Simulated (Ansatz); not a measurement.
Input and command of a calculation in Ansatz (plane waves; scalar-relativistic PAW potentials unless the input names others):

```yaml
crystal:
  lattice:
    - [1.5738034025, 0.9086358181, 6.3704647098]
    - [-1.5738034025, 0.9086358181, 6.3704647098]
    - [0.0, -1.8172716362, 6.3704647098]
  atoms:
    - { symbol: W, position: [1.0117440525, 0.9954786704, 0.9775364355] }
    - { symbol: S, position: [0.7417552487, 0.7498879398, 0.7588590572] }
    - { symbol: S, position: [0.5778006988, 0.5859333899, 0.5949045073] }
basis:
  ecutwfc: 420
  xc_grid: 1
kpoints:
  mp_grid: { grid: [12, 12, 12] }
hamiltonian:
  xc: pbesol
scf:
  occupations: { method: tetrahedron }
output:
  forces: true
  eigenvalues: true
  stress: true
accuracy: high
```

```bash
ansatz run input.yaml --threads 2 --pin off --max-ram 5120MiB --backend cpu --events-out ev --progress --plain --runs-dir out
```

Abridged log:
```
Warning: output.forces, output.stress, relax.cell or npt_langevin: where a Kohn–Sham band that disperses or a degenerate level is filled in part under the method tetrahedron, the forces or the stress that this run publishes need not agree with its energy (scf.occupations.method in the input reference, under Limitations); prefer a smearing scheme for the forces or the stress
Pseudopotentials: kind: paw
Pseudopotential: W, paw, valence charge 14, recommended cutoff 420 eV (normal)
Pseudopotential: S, paw, valence charge 6, recommended cutoff 420 eV (normal)
Functional definition: PBEsol
Crystal: 3 atoms, lattice volume = 54.659 Å³
Basis set: ecut = 420 eV, 1047 PW (Γ), FFT grids on a1−a3, a2−a3, a3
Bands: 17, of which v1, the nominal top of the filled ones, is band 13 counted from 1 (12 counted from 0)
Symmetry: 1 space group operations
Space group: P1 (ITA 1), of the structure as read, at distance tolerance 3.8e-5 Å
k-points: 868 of 1728 (time reversal used)
Initial density: superposition of atomic densities (neutral atoms: chi_scale 0, normalization atom), corrected by the library's trained network
Initial wavefunctions: pseudopotential atomic-orbital guess
Functional: x = pbesol(κ = 0.804, μ = 0.12345679), c = pbesol(β = 0.046)
SCF iter   1: F=—  HF=-12028.748466 eV  |F-HF|=—  |Δ(HF+E_count)|=         —  Δρ=8.66e-3  dr2=7.39e-2  ethr=1.77e-3  ⟨swp⟩=6.1  Hψ=87980  notcnv=0
SCF iter   2: F=—  HF=-12028.777122 eV  |F-HF|=—  |Δ(HF+E_count)|=   2.87e-2  Δρ=1.12e-2  dr2=2.49e-1  ethr=2.84e-4  ⟨swp⟩=3.2  Hψ=34036  notcnv=0  recentre
SCF iter   3: F=—  HF=-12028.738916 eV  |F-HF|=—  |Δ(HF+E_count)|=   3.82e-2  Δρ=3.69e-3  dr2=6.60e-3  ethr=2.84e-4  ⟨swp⟩=3.0  Hψ=26247  notcnv=0
SCF iter   4: F=—  HF=-12028.739936 eV  |F-HF|=—  |Δ(HF+E_count)|=   1.02e-3  Δρ=1.07e-3  dr2=2.12e-4  ethr=2.54e-5  ⟨swp⟩=2.3  Hψ=26715  notcnv=0
SCF iter   5: F=—  HF=-12028.740194 eV  |F-HF|=—  |Δ(HF+E_count)|=   2.58e-4  Δρ=2.28e-4  dr2=9.67e-6  ethr=8.15e-7  ⟨swp⟩=2.0  Hψ=24661  notcnv=0
SCF iter   6: F=—  HF=-12028.740209 eV  |F-HF|=—  |Δ(HF+E_count)|=   1.48e-5  Δρ=6.24e-5  dr2=7.66e-6  ethr=3.72e-8  ⟨swp⟩=3.0  Hψ=28836  notcnv=0
SCF iter   7: F=—  HF=-12028.740208 eV  |F-HF|=—  |Δ(HF+E_count)|=   1.37e-6  Δρ=2.34e-5  dr2=1.75e-7  ethr=2.94e-8  ⟨swp⟩=2.1  Hψ=22856  notcnv=0
SCF iter   8: F=-12028.740208 eV  HF=-12028.740208 eV  |F-HF|=4.91e-9  |Δ(HF+E_count)|=   1.70e-7  Δρ=4.71e-6  dr2=9.30e-9  ethr=3.85e-10  ⟨swp⟩=5.2  Hψ=56328  notcnv=0
SCF iter   9: F=—  HF=-12028.740208 eV  |F-HF|=—  |Δ(HF+E_count)|=   8.43e-9  Δρ=8.44e-7  dr2=4.12e-10  ethr=3.58e-11  ⟨swp⟩=3.3  Hψ=29730  notcnv=0
SCF iter  10: F=-12028.740208 eV  HF=-12028.740208 eV  |F-HF|=4.18e-11  |Δ(HF+E_count)|=  5.22e-10  Δρ=1.93e-7  dr2=1.24e-11  ethr=1.00e-12  ⟨swp⟩=6.0  Hψ=89493  notcnv=0
SCF 1 converged in 10 iterations: F = -12028.740208 eV  dr2 = 1.24e-11
SCF converged after 10 iterations
Stability not checked: this state was not tested for a lower state beside it, because cold or Methfessel-Paxton smearing, or corrected tetrahedra, fill the levels in a way that the test cannot read (fill_not_monotonic; see scf.lower_state_search)
Free energy (F): -12028.740208 eV
Harris-Foulkes:  -12028.740208 eV  (|F-HF|=4.18e-11)
Internal energy: -12028.740208 eV  (E = F + TS)
E sigma→0 (E₀):  -12028.740208 eV
Fermi energy:    11.183725 eV
--- Forces (eV/Å), atoms counted from 1 ---
  atom   1  W     -0.90083442    -1.57397920     4.17002126
  atom   2  S      0.30898374     0.57345597    -1.71476508
  atom   3  S      0.59188249     1.00051804    -2.45518908
--- Stress (GPa, compression-positive) ---
        3.951764       0.950547      -0.964230
        0.950547       0.304080      -1.364522
       -0.964230      -1.364522       1.812689
  P = ⅓ Tr σ = 2.0228 GPa (20.228 kbar)
```

Apart from outputs and empty bands, the input differs from a reference run on usual settings in accuracy: not typed → "high"; scf.occupations.width: 0.05 → not typed; scf.occupations.method: "gaussian" → "tetrahedron"; basis.xc_grid: not typed → 1. The reference, at the same geometry (not necessarily relaxed), gave pressure 2.02 GPa, largest force 4.547 eV/Å, gap on the mesh 0.77 eV. This run converged in 10 SCF iterations (reference: 8) with an energy at zero smearing 0.01 meV/atom below the reference's, pressure 2.02 GPa, largest force 4.547 eV/Å, gap on the mesh 0.77 eV.

Time: 19 s on 2 threads of AMD EPYC 9R45 96-Core Processor (Zen 5), with other jobs on the host, peak memory 1.1 GiB.